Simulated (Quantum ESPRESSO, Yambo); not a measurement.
# ZnSe (Stilleite): G0W0 with Yambo, start to end, part 2 of 3

How does a plane-wave GW calculation on ZnSe (Stilleite) run from the first input to the gap?

Quantum ESPRESSO 7.5 and Yambo 5.3.0; PBE and many-body steps on it, plane waves. Known limits of the many-body steps: not at the basis limit; no spin-orbit coupling; coarse k mesh.

So far. Step 2 (Ground state): The gap is direct, at Γ. Step 3 (Bands along the symmetry lines): The gap is 1.291 eV, as in the run before at this level.

### 4. Empty states on the mesh, 4×4×4 mesh, 559 bands

Level of this step: DFT, PBE, plane waves, norm-conserving pseudopotentials (Quantum ESPRESSO).

The sums over transitions need many empty states on a uniform mesh; this step solves for them.

Contents of pw.in:

```
&control
  calculation = 'nscf'
  prefix = 'x'
  outdir = 'o'
  pseudo_dir = 'pseudo'
/
&system
  ibrav = 0
  nat = 2
  ntyp = 2
  ecutwfc = 104.0
  nbnd = 559
  force_symmorphic = .true.
/
&electrons
  conv_thr = 1e-9
  electron_maxstep = 80
  diago_full_acc = .true.
  diago_thr_init = 5e-6
/
ATOMIC_SPECIES
  Zn 65.38 Zn.upf
  Se 78.971 Se.upf
CELL_PARAMETERS angstrom
  -0.0000000000 2.8338000000 2.8338000000
  2.8338000000 -0.0000000000 2.8338000000
  2.8338000000 2.8338000000 0.0000000000
ATOMIC_POSITIONS crystal
  Zn 0.0000000000 0.0000000000 0.0000000000
  Se 0.2500000000 0.2500000000 0.2500000000
K_POINTS automatic
  4 4 4 0 0 0
```

Run with:

```
OMP_NUM_THREADS=1 mpirun -n 8 pw.x -nk 4 -in pw.in > pw.out
```

Log:

```text
[banner, memory and clock lines left out]
Program PWSCF v.7.5 starts

     Atomic positions and unit cell read from directory:
     o/x.save/

     Message from routine setup:
     using ibrav=0 with symmetry is DISCOURAGED, use correct ibrav instead

     bravais-lattice index     =            0
     lattice parameter (alat)  =       7.5733  a.u.
     unit-cell volume          =     307.1384 (a.u.)^3
     number of atoms/cell      =            2
     number of atomic types    =            2
     number of electrons       =        44.00
     number of Kohn-Sham states=          559
     kinetic-energy cutoff     =     104.0000  Ry
     charge density cutoff     =     416.0000  Ry
     Exchange-correlation= PBE
                           (   1   4   3   4   0   0   0)

     celldm(1)=   7.573263  celldm(2)=   0.000000  celldm(3)=   0.000000
     celldm(4)=   0.000000  celldm(5)=   0.000000  celldm(6)=   0.000000

     crystal axes: (cart. coord. in units of alat)
               a(1) = (  -0.000000   0.707107   0.707107 )
               a(2) = (   0.707107  -0.000000   0.707107 )
               a(3) = (   0.707107   0.707107   0.000000 )

     reciprocal axes: (cart. coord. in units 2 pi/alat)
               b(1) = ( -0.707107  0.707107  0.707107 )
               b(2) = (  0.707107 -0.707107  0.707107 )
               b(3) = (  0.707107  0.707107 -0.707107 )
     Pseudo is Norm-conserving + core correction, Zval = 20.0
     Generated using ONCVPSP code by D. R. Hamann
     Using radial grid of 1326 points,  6 beta functions with:
     Pseudo is Norm-conserving + core correction, Zval = 24.0
     Generated using ONCVPSP code by D. R. Hamann
     Using radial grid of 1214 points,  6 beta functions with:
     Zn               20.00    65.38000     Zn( 1.00)
     Se               24.00    78.97100     Se( 1.00)

     24 Sym. Ops. (no inversion) found

   Cartesian axes

     site n.     atom                  positions (alat units)
         1        Zn     tau(   1) = (   0.0000000   0.0000000   0.0000000  )
         2        Se     tau(   2) = (   0.3535534   0.3535534   0.3535534  )

     number of k points=     8
                       cart. coord. in units 2pi/alat
        k(    1) = (   0.0000000   0.0000000   0.0000000), wk =   0.0312500
        k(    2) = (   0.1767767   0.1767767  -0.1767767), wk =   0.2500000
        k(    3) = (  -0.3535534  -0.3535534   0.3535534), wk =   0.1250000
[...]
k(    7) = (  -0.7071068   0.0000000   0.0000000), wk =   0.0937500
        k(    8) = (  -0.7071068   0.3535534   0.0000000), wk =   0.1875000

     Dense  grid:    44039 G-vectors     FFT dimensions: (  50,  50,  50)

     The potential is recalculated from file :
     o/x.save/charge-density

     Starting wfcs are   23 randomized atomic wfcs +  536 random wfcs

     Band Structure Calculation

     End of band structure calculation

          k = 0.0000 0.0000 0.0000 (  5577 PWs)   bands (ev):

  -198.4430-137.9212-137.9212-137.9212-116.4660 -70.6256 -70.6256 -70.6256
   -38.0966 -38.0966 -38.0966 -38.0925 -38.0925  -4.4790   2.2368   2.2368
     2.2368   2.6048   2.6048   8.7791   8.7791   8.7791  10.0703  14.5929
    14.5929  14.5929  18.7189  20.2713  20.2713  21.8455  21.8455  21.8455
[...]
[... 58 further rows ...]
[...]
300.2874 300.2874 301.3749 301.3749 301.3749 301.5387 303.2512

          k = 0.1768 0.1768-0.1768 (  5492 PWs)   bands (ev):

  -198.4430-137.9212-137.9212-137.9212-116.4660 -70.6257 -70.6257 -70.6257
[...]
[... 58 further rows ...]
[...]
296.4279 296.6653 296.6653 297.1728 297.1728 298.5215 299.1713

          k =-0.3536-0.3536 0.3536 (  5480 PWs)   bands (ev):

  -198.4430-137.9212-137.9212-137.9212-116.4660 -70.6257 -70.6257 -70.6257
[...]
66.8190  66.8190  66.8650  68.6406  68.6406  68.7404  68.8674  68.8674
     [... 58 further rows ...]
   294.0106 294.0106 294.4647 294.6414 294.6414 295.0329 295.2882 295.2882
   295.9680 295.9680 296.3142 297.4017 297.4017 297.8626 298.2245

          k = 0.3536 0.0000 0.0000 (  5457 PWs)   bands (ev):

     [... further k-points ...]

     highest occupied, lowest unoccupied level (ev):     8.7791   10.0703

     XML data file, pseudopotentials, collected wavefunctions
```

Run time: 77 s. Hardware: 8 MPI ranks of Arm Neoverse V1, shared host; peak memory 1.8 GiB.

Numbers from this step:

```yaml
gap: 1.291 eV
k_of_the_valence_top: 0, 0, 0
k_of_the_conduction_bottom: 0, 0, 0
least_direct_gap: 1.291 eV
k_points_computed: 8
lowest_point_of_the_top_converged_band_above_the_valence_top: 289.4454 eV
```

On this mesh the gap is 1.291 eV.

### 5. Conversion and set-up

This step: Yambo 5.3.0; conversion and set-up on PBE, plane waves, norm-conserving pseudopotentials.

The states are converted to the many-body program's format and the q mesh is built.

Run with:

```
(cd o/x.save; p2y > p2y.log; mv SAVE ../..); yambo > setup.log
```

Log:

```text
 Yambo, version 5.3.0

 [02] CORE Variables Setup
 =========================

  [02.01] Unit cells
  ==================

  Cell kind             :  FCC
  Atoms in the cell     :  Zn  Se
  number of Zn atoms    :  1
  number of Se atoms    :  1

  List of atomic masses
  Mass of Zn    :  65.38000
  Mass of Se    :  78.97100

  List of atomic coordinates    : [cc]
  Zn1       :  0.000000  0.000000  0.000000  order 1
  Se1       :  2.677553  2.677553  2.677553  order 2

  Alat factors          :  5.355106  5.355106  5.355106 [a.u.]
  Direct lattice volume :  307.1384 [a.u.]
  Direct lattice vectors:  A[ 1 ]  A[ 2 ]  A[ 3 ]
   A[ 1 ]: -0.000000  1.000000  1.000000  [iru]
  -0.000000  5.355106  5.355106  [cc]
   A[ 2 ]:  1.000000 -0.000000  1.000000  [iru]
   5.355106 -0.000000  5.355106  [cc]
   A[ 3 ]:  1.000000  1.000000  0.000000  [iru]
   5.355106  5.355106  0.000000  [cc]

  Recip. lattice volume :  0.807617 [a.u.]
  Recip. lattice vectors:  B[ 1 ]  B[ 2 ]  B[ 3 ]
   B[ 1 ]: -0.500000  0.500000  0.500000  [iku]
  -0.586654  0.586654  0.586654  [cc]
   B[ 2 ]:  0.500000 -0.500000  0.500000  [iku]
   0.586654 -0.586654  0.586654  [cc]
   B[ 3 ]:  0.500000  0.500000 -0.500000  [iku]
   0.586654  0.586654 -0.586654  [cc]

  [02.02] Symmetries
  ==================

  Inversion symmetry    : yes
  Spatial inversion     : no
  Inversion index       :  25
  K-space Time-reversal : yes
  Magnetic symmetries   : no
  Time-reversal derived K-space symmetries:   25   48
  Group table correct   : yes
  Symmetries units      :  [cc]

   [S  1]:   1.0000      0.12943E-16  0.12943E-16  0.12943E-16   1.0000     -0.12943E-16 -0.12943E-16 -0.12943E-16   1.0000
   [S  2]:  -1.0000     -0.12943E-16  0.12943E-16 -0.12943E-16  -1.0000     -0.12943E-16  0.12943E-16  0.12943E-16   1.0000
   [S  3]:  -1.0000      0.12943E-16 -0.12943E-16 -0.12943E-16   1.0000      0.12943E-16  0.12943E-16 -0.12943E-16  -1.0000
[...]
[S  9]:  0.12943E-16   1.0000      0.12943E-16 -0.12943E-16  0.12943E-16   1.0000       1.0000     -0.12943E-16 -0.12943E-16
   [S 10]:  0.12943E-16  -1.0000     -0.12943E-16 -0.12943E-16 -0.12943E-16  -1.0000       1.0000      0.12943E-16  0.12943E-16
     [... 36 further rows ...]
   [S*47]:   1.0000      0.12943E-16 -0.12943E-16  0.12943E-16 -0.12943E-16  -1.0000     -0.12943E-16   1.0000      0.12943E-16
   [S*48]:   1.0000     -0.12943E-16  0.12943E-16  0.12943E-16  0.12943E-16   1.0000     -0.12943E-16  -1.0000     -0.12943E-16

  [02.03] Reciprocal space
  ========================

  nG shells         :   406
  nG charge         :   44039
  nG WFs            :   6589
  nC WFs            :   5577
  G-vecs. in first 40 shells:  [ Number ]
     1    9   15   27   51   59   65   89  113
    137   169   181   229   259   283   307   331   339
    387   411   459   531   537   561   609   645   701
[...]
1139  1211  1243  1291
  ...
[...]
K/Q-points units:
  rlu = crystal or reduced units; cc = cartesian coordinates; iku = interal k-units

  K [1]          [rlu]:  0.000000  0.000000  0.000000
         WF components:   5577
  K [2]          [rlu]:  0.33641E-17  0.33641E-17  0.25000
         WF components:   5492
  K [3]          [rlu]: -0.67283E-17 -0.67283E-17 -0.50000
         WF components:   5480
  K [4]          [rlu]: -0.60307E-17  0.25000      0.25000
         WF components:   5457
  K [5]          [rlu]: -0.10092E-16  0.25000     -0.50000
         WF components:   5486
  [... 2 further k-points ...]
  K [8]          [rlu]:  0.250000 -0.500000 -0.250000
         WF components:   5520

  [02.05] Energies & Occupations
  ==============================

  [X] === General ===
  [X] Electronic Temperature                        :  0.000000  0.000000 [eV K]
  [X] Bosonic    Temperature                        :  0.000000  0.000000 [eV K]
  [X] Finite Temperature mode                       : no
  [X] El. density                                   :  0.96675E+24 [cm-3]
  [X] Fermi Level                                   :  8.779089 [eV]

  [X] === Gaps and Widths ===
  [X] Conduction Band Min                           :  1.291205 [eV]
  [X] Valence Band Max                              :  0.000000 [eV]
  [X] Filled Bands                                  :  22
  [X] Empty Bands                                   :    23   559
  [X] Direct Gap                                    :  1.291205 [eV]
  [X] Direct Gap localized at k                     :  1
  [X] Indirect Gap                                  :  1.291205 [eV]
  [X] Indirect Gap between kpts                     :  1  1
  [X] Last valence band width                       :  2.657666 [eV]
  [X] 1st conduction band width                     :  4.197883 [eV]

  E @ K [1]:  [eV]
  -207.2221 -146.7002 -146.7002 -146.7002 -125.2451  -79.4047  -79.4047  -79.4047
  -46.87564 -46.87564 -46.87564 -46.87154 -46.87154 -13.25808  -6.54231  -6.54231
   -6.5423      -6.1742      -6.1742     -0.44787E-11 -0.32869E-11   0.0000       1.2912       5.8138
[...]
occ @ K [1]
[...]
E @ K [2]:  [eV]
[...]
occ @ K [2]
[...]
E @ K [3]:  [eV]
[...]
occ @ K [3]
[...]
E @ K [4]:  [eV]
[...]
occ @ K [4]
[...]
E @ K [5]:  [eV]
[...]
occ @ K [5]
[...]
[... 2 further k-points ...]
  E @ K [8]:  [eV]
[...]
occ @ K [8]
[...]
0.000000  0.000000  0.000000  0.000000  0.000000  0.000000  0.000000  0.000000
   0.000000  0.000000  0.000000  0.000000  0.000000  0.000000  0.000000  0.000000

 [03] Transferred momenta grid and indexing
 ==========================================

 IBZ Q-points                                      :   8
 BZ  Q-points                                      :   64

 K/Q-points units:
 rlu = crystal or reduced units; cc = cartesian coordinates; iku = interal k-units

 Q [1]          [rlu]:  0.000000  0.000000  0.000000
 Q [2]          [rlu]:  0.33641E-17  0.33641E-17  0.25000
 Q [3]          [rlu]: -0.67283E-17 -0.67283E-17 -0.50000
[...]
Q [7]          [rlu]:  0.12061E-16 -0.50000     -0.50000
 Q [8]          [rlu]:  0.250000 -0.500000 -0.250000

  [03.01] X indexes
  =================

   [03.01.01] Sigma indexes
   ========================

 [06] Game Over & Game summary
```

It took 3.4 s on 1 MPI rank; peak memory 0.26 GiB.

(Continued in part 3 of 3.)

[Paths, hosts, dates, memory and timing lines, banners, echoed tables and standing remarks are left out of the program output.]

[Logs are printed without paths, hosts, clocks, repeated set-up lines and the standing remarks that a program may print on its own settings, such as how far it seeks lower states.]

[Runs of the session that timed out or met a known fault of the program may be left out.]

[Hosts, paths, dates, database ids (printed as entryN), source tags and the programs' standing remarks are cut or masked in the printed files.]
